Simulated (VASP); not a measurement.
# MoS2 (R3m) in VASP: a series of runs

Runs on MoS2. Level: PBE+U. Tasks: single point.

Everything below comes from runs of VASP 6.6.1. Logs are shortened: lines on timing, memory, paths and dates and some standing lists are left out, and cuts for length are marked.

## (1) The structure

The structure is trigonal, space group R3m (No. 160). The conventional cell has a = 3.163 Å, b = 3.163 Å, c = 18.370 Å, α = 90.00°, β = 90.00°, γ = 120.00°. Around Mo (site symmetry 3m) lie 6 S at 2.36 Å. S (site symmetry 3m) is surrounded by 3 Mo at 2.36 Å. S (site symmetry 3m) has 3 Mo at 2.36 Å as nearest neighbours.

Measurements of this composition are mostly on another form, of space group No. 194.

## (2) Single point, PBE+U, collinear spin, typed start

INCAR reads:

```
SYSTEM = MoS2
PREC = Accurate
ENCUT = 520
EDIFF = 1E-6
ISMEAR = 0
SIGMA = 0.05
LREAL = .FALSE.
LASPH = .TRUE.
NELM = 150
ALGO = Normal
ISIF = 2
LWAVE = .FALSE.
LCHARG = .FALSE.
ISPIN = 2
MAGMOM = 2 0 0
LORBIT = 11
LMAXMIX = 4
LDAU = .TRUE.
LDAUTYPE = 2
LDAUL = 2 -1
LDAUU = 6 0
LDAUJ = 0 0
LDAUPRINT = 1
GGA = PE
NBANDS = 24
```

KPOINTS reads:

```
Automatic mesh
0
G
  7 7 7
  0 0 0
```

POSCAR reads:

```
MoS2
1.0
    1.5814998900      0.9130793900      6.1233282100
   -1.5814998900      0.9130793900      6.1233282100
    0.0000000000     -1.8261587800      6.1233282100
Mo S
1 2
Direct
    0.0000000000      0.0000000000      0.0000000000
    0.7484000000      0.7484000000      0.7484000000
    0.5849000000      0.5849000000      0.5849000000
```

Potentials or basis: VASP PAW PBE potentials, release 64 (Mo_sv, S).

Command:

```bash
cat potpaw_PBE.64/Mo_sv/POTCAR potpaw_PBE.64/S/POTCAR > POTCAR
mpirun -np 1 vasp_std > vasp.out
```

OUTCAR:

```text
SYSTEM = MoS2
   PREC = Accurate
   ENCUT = 520
   EDIFF = 1E-6
   ISMEAR = 0
   LREAL = .FALSE.
   LASPH = .TRUE.
   NELM = 150
   ISIF = 2
   ISPIN = 2
   LORBIT = 11
   GGA = PE

 ion  position               nearest neighbor table
   1  0.000  0.000  0.000-   2 2.36   2 2.36   2 2.36   3 2.36   3 2.36   3 2.36
   2  0.748  0.748  0.748-   1 2.36   1 2.36   1 2.36
   3  0.585  0.585  0.585-   1 2.36   1 2.36   1 2.36

  LATTYP: Found a trigonal (rhomboedric) cell.
 ALAT       =     6.3898360106
 COS(alpha) =     0.8774851015

  Lattice vectors:

 A1 = (   1.5814998900,   0.9130793900,   6.1233282100)
 A2 = (  -1.5814998900,   0.9130793900,   6.1233282100)
 A3 = (   0.0000000000,  -1.8261587800,   6.1233282100)

Analysis of symmetry for initial positions (statically):
=====================================================================
 Subroutine PRICEL returns:
 Original cell was already a primitive cell.

 Routine SETGRP: Setting up the symmetry group for a
 trigonal (rhombohedral) supercell.

 Subroutine GETGRP returns: Found  6 space group operations
 (whereof  6 operations were pure point group operations)
 out of a pool of 12 trial point group operations.

The static configuration has the point symmetry C_3v.

Analysis of symmetry for dynamics (positions and initial velocities):
=====================================================================
 Subroutine PRICEL returns:
 Original cell was already a primitive cell.

 Routine SETGRP: Setting up the symmetry group for a
 trigonal (rhombohedral) supercell.

 Subroutine GETGRP returns: Found  6 space group operations
 (whereof  6 operations were pure point group operations)
 out of a pool of 12 trial point group operations.

The dynamic configuration has the point symmetry C_3v.

Analysis of structural, dynamic, and magnetic symmetry:
=====================================================================
 Subroutine PRICEL returns:
 Original cell was already a primitive cell.

 Routine SETGRP: Setting up the symmetry group for a
 trigonal (rhombohedral) supercell.

 Subroutine GETGRP returns: Found  6 space group operations
 (whereof  6 operations were pure point group operations)
 out of a pool of 12 trial point group operations.

The overall configuration has the point symmetry C_3v.

 Subroutine INISYM returns: Found  6 space group operations
 (whereof  6 operations are pure point group operations),
 and found     1 'primitive' translations

----------------------------------------------------------------------------------------

                                     Primitive cell

  volume of cell :      53.0538

  direct lattice vectors                    reciprocal lattice vectors
     1.581499890  0.913079390  6.123328210     0.316155571  0.182532503  0.054436627
    -1.581499890  0.913079390  6.123328210    -0.316155571  0.182532503  0.054436627
     0.000000000 -1.826158780  6.123328210     0.000000000 -0.365065006  0.054436627

  length of vectors
     6.389836011  6.389836011  6.389836012     0.369101349  0.369101349  0.369101348

  position of ions in fractional coordinates (direct lattice)
     0.000000000  0.000000000  0.000000000
     0.748400000  0.748400000  0.748400000
     0.584900000  0.584900000  0.584900000

  ion indices of the primitive-cell ions
   primitive index   ion index
                 1           1
                 2           2
                 3           3

----------------------------------------------------------------------------------------

 KPOINTS: Automatic mesh

[... 66 lines left out ...]
   NELM   =    150;   NELMIN=  2; NELMDL= -5     # of ELM steps
   EDIFF  = 0.1E-05   stopping-criterion for ELM
   LREAL  =      F    real-space projection
[... 7 lines left out ...]
   TEBEG  =    0.0;   TEEND  =   0.0 temperature during run
   PSTRESS=    0.0 pullay stress
   NELECT =      26.0000    total number of electrons
   NUPDOWN=      -1.0000    fix difference up-down
   EMIN   =  10.00;   EMAX   =-10.00  energy-range for DOS
   EFERMI =   0.00;   METHOD = LEGACY
   ISMEAR =     0;   SIGMA  =   0.05  broadening in eV -4-tet -1-fermi 0-gaus
   EFERMI_NEDOS =   21; number of points for ismear=-14 and -15
   IALGO  =     38    algorithm
   IMIX   =      4    mixing-type and parameters
     AMIX     =   0.40;   BMIX     =  1.00
     AMIX_MAG =   1.60;   BMIX_MAG =  1.00
  volume/ion in A,a.u.               =      17.68       119.34
  Fermi-wavevector in a.u.,A,eV,Ry     =   1.290705  2.439079 22.666222  1.665920
  Thomas-Fermi vector in A             =   2.422520
   LORBIT       =     11    0 simple, 1 ext, 2 COOP (PROOUT), +10 PAW based schemes
 LDA+U is selected, type is set to LDAUTYPE =  2
   angular momentum for each species LDAUL =     2   -1
   U (eV)           for each species LDAUU =   6.0  0.0
   J (eV)           for each species LDAUJ =   0.0  0.0
   GGA     = PE    functional components
   LHFCALC =     F    Hartree Fock is set to
   AEXX    =    0.0000 exact exchange contribution
   IVDW    =     0    specifies the selected vdW correction
   LEPSILON=     F    determine dielectric tensor
   LRPA    =     F    only Hartree local field effects (RPA)
 spin polarized calculation
 Gauss-broadening in eV      SIGMA  =   0.05
  energy-cutoff  :      520.00
  volume of cell :       53.05
 maximum number of plane-waves:      1438
   NGX = 23   NGY = 23   NGZ = 23

 number of electron      26.0000001 magnetization       0.0000230

atom =   1  type =  1  l = 2

 onsite density matrix

spin component  1

  0.3869 -0.0000  0.0000  0.0004 -0.0000
 -0.0000  0.3830  0.0000 -0.0000  0.0004
  0.0000  0.0000  0.4360  0.0000  0.0000
  0.0004 -0.0000  0.0000  0.3830 -0.0000
 -0.0000  0.0004  0.0000 -0.0000  0.3869

spin component  2

  0.3869  0.0000  0.0000  0.0004 -0.0000
  0.0000  0.3831  0.0000  0.0000  0.0004
  0.0000  0.0000  0.4360  0.0000  0.0000
  0.0004  0.0000  0.0000  0.3831  0.0000
 -0.0000  0.0004  0.0000  0.0000  0.3869

 occupancies and eigenvectors

  o =  0.3830  v =  0.0965  0.0000  0.0000 -0.9953 -0.0000  0.0000  0.0000  0.0000  0.0000  0.0000      0.0000  0.0000  0.0000  0.0000  0.0000  0.0000  0.0000  0.0000  0.0000  0.0000
  o =  0.3830  v = -0.0000  0.9953  0.0000  0.0000 -0.0965  0.0000  0.0000  0.0000  0.0000  0.0000      0.0000  0.0000  0.0000  0.0000  0.0000  0.0000  0.0000  0.0000  0.0000  0.0000
  o =  0.3830  v =  0.0000  0.0000  0.0000  0.0000  0.0000  0.0963  0.0000 -0.0000 -0.9954 -0.0000      0.0000  0.0000  0.0000  0.0000  0.0000  0.0000  0.0000  0.0000  0.0000  0.0000
  o =  0.3830  v =  0.0000  0.0000  0.0000  0.0000  0.0000 -0.0000  0.9954  0.0000  0.0000 -0.0963      0.0000  0.0000  0.0000  0.0000  0.0000  0.0000  0.0000  0.0000  0.0000  0.0000
  o =  0.3870  v =  0.9953  0.0000 -0.0000  0.0965  0.0000  0.0000  0.0000  0.0000  0.0000  0.0000      0.0000  0.0000  0.0000  0.0000  0.0000  0.0000  0.0000  0.0000  0.0000  0.0000
  o =  0.3870  v = -0.0000  0.0965 -0.0000 -0.0000  0.9953  0.0000  0.0000  0.0000  0.0000  0.0000      0.0000  0.0000  0.0000  0.0000  0.0000  0.0000  0.0000  0.0000  0.0000  0.0000
  o =  0.3870  v =  0.0000  0.0000  0.0000  0.0000  0.0000 -0.9954 -0.0000  0.0000 -0.0963 -0.0000      0.0000  0.0000  0.0000  0.0000  0.0000  0.0000  0.0000  0.0000  0.0000  0.0000
  o =  0.3870  v =  0.0000  0.0000  0.0000  0.0000  0.0000  0.0000 -0.0963  0.0000  0.0000 -0.9954      0.0000  0.0000  0.0000  0.0000  0.0000  0.0000  0.0000  0.0000  0.0000  0.0000
  o =  0.4360  v =  0.0000  0.0000  0.0000  0.0000  0.0000 -0.0000 -0.0000 -1.0000  0.0000 -0.0000      0.0000  0.0000  0.0000  0.0000  0.0000  0.0000  0.0000  0.0000  0.0000  0.0000
  o =  0.4360  v = -0.0000 -0.0000 -1.0000 -0.0000 -0.0000  0.0000  0.0000  0.0000  0.0000  0.0000      0.0000  0.0000  0.0000  0.0000  0.0000  0.0000  0.0000  0.0000  0.0000  0.0000

 number of electron      26.0000001 magnetization      -0.0000752

 Free energy of the ion-electron system (eV)
  ---------------------------------------------------
  ext. energy  EPLUGINS =         0.00000000
  ---------------------------------------------------
  free energy    TOTEN  =       -14.51635914 eV

  energy without entropy =      -14.51635914  energy(sigma->0) =      -14.51635914

 E-fermi :   8.1144     XC(G=0): -10.8014

 val. band max:        7.8581581071   @ k =   0.4286   0.4286   0.4286
 cond. band min:       8.7952667279   @ k =  -0.2857   0.2857   0.0000
 fundamental gap:      0.9371086207
 Fermi energy:         8.1143556986

 spin component 1

 k-point     1 :       0.0000    0.0000    0.0000
  band No.  band energies     occupation
      1     -54.3260      1.00000
      2     -28.4394      1.00000
      3     -28.2870      1.00000
      4     -28.2870      1.00000
      5      -7.5097      1.00000
      6      -5.6417      1.00000
[... 1289 lines left out ...]
     23      19.0280      0.00000
     24      19.8441      0.00000

 [... further k-points ...]

------------------------ aborting loop because EDIFF is reached ----------------------------------------

  FORCE on cell =-STRESS in cart. coord.  units (eV):
  Direction    XX          YY          ZZ          XY          YZ          ZX
  --------------------------------------------------------------------------------------
  -------------------------------------------------------------------------------------
  Total        3.5345937      3.5345937      5.8949254      0.0000000      0.0000000      0.0000000
  in kB      106.7415687    106.7415694    178.0214768      0.0000000      0.0000000      0.0000000
  external PRESSURE =     130.5015383 kB  Pullay stress =       0.0000000 kB

 VOLUME and BASIS-vectors are now :
 -----------------------------------------------------------------------------
  energy-cutoff  :      520.00
  volume of cell :       53.05
      direct lattice vectors                 reciprocal lattice vectors
     1.581499890  0.913079390  6.123328210     0.316155571  0.182532503  0.054436627
    -1.581499890  0.913079390  6.123328210    -0.316155571  0.182532503  0.054436627
     0.000000000 -1.826158780  6.123328210     0.000000000 -0.365065006  0.054436627

 POSITION                                       TOTAL-FORCE (eV/Angst)
 -----------------------------------------------------------------------------------
      0.00000      0.00000      0.00000         0.000000      0.000000     -0.001337
      0.00000      0.00000     13.74810         0.000000      0.000000      1.713897
      0.00000      0.00000     10.74460         0.000000     -0.000000     -1.712560
 -----------------------------------------------------------------------------------
    total drift:                                0.000000     -0.000000     -0.000012

  FREE ENERGIE OF THE ION-ELECTRON SYSTEM (eV)
  ---------------------------------------------------
  free  energy   TOTEN  =       -14.5163591404 eV

  energy  without entropy=      -14.5163591404  energy(sigma->0) =      -14.51635914

 total charge

# of ion       s       p       d       tot
------------------------------------------
    1        2.316   6.251   3.896  12.464
    2        1.363   2.386   0.000   3.750
    3        1.363   2.386   0.000   3.750
--------------------------------------------------
tot          5.043  11.024   3.896  19.963

 magnetization (x)

# of ion       s       p       d       tot
------------------------------------------
    1       -0.000  -0.000  -0.000  -0.000
    2        0.000   0.000   0.000   0.000
    3        0.000   0.000   0.000   0.000
--------------------------------------------------
tot         -0.000   0.000  -0.000  -0.000
```

Run time: 4.8 min. Hardware: 1 thread of Intel Xeon Platinum 8488C (Sapphire Rapids), shared host; peak memory 0.43 GiB.

What came out:

```
Free energy                                           : -14.5164 eV
Pressure                                              : 13.1 GPa
Largest force                                         : 1.714 eV/Å
Band gap on the k mesh                                : 0.94 eV, indirect (least direct gap 2.02 eV)
Net moment                                            : 0.00 μB per cell
Valence electrons inside the program's atomic spheres : Mo 12.46; S 3.75
```

Forces in eV/Å, atoms in the order of the input:
```
Mo   0.000  0.000 -0.001
S    0.000  0.000  1.714
S    0.000  0.000 -1.713
```

Eigenvalues of the final occupation matrices:
| site | spin | trace | eigenvalues |
| --- | --- | --- | --- |
| site 1 d | 1 | 1.98 | 0.38 0.38 0.39 0.39 0.44 |
| site 1 d | 2 | 1.98 | 0.38 0.38 0.39 0.39 0.44 |

Caveat: an odd mesh through Γ misses points on the zone boundary, where band edges often lie; forces of over 1 eV/Å show positions far from the minimum, so gaps and moduli don't describe the material at rest. The state reached can hang on the start; a lower one may exist.

(Continued in part 2 of 2.)
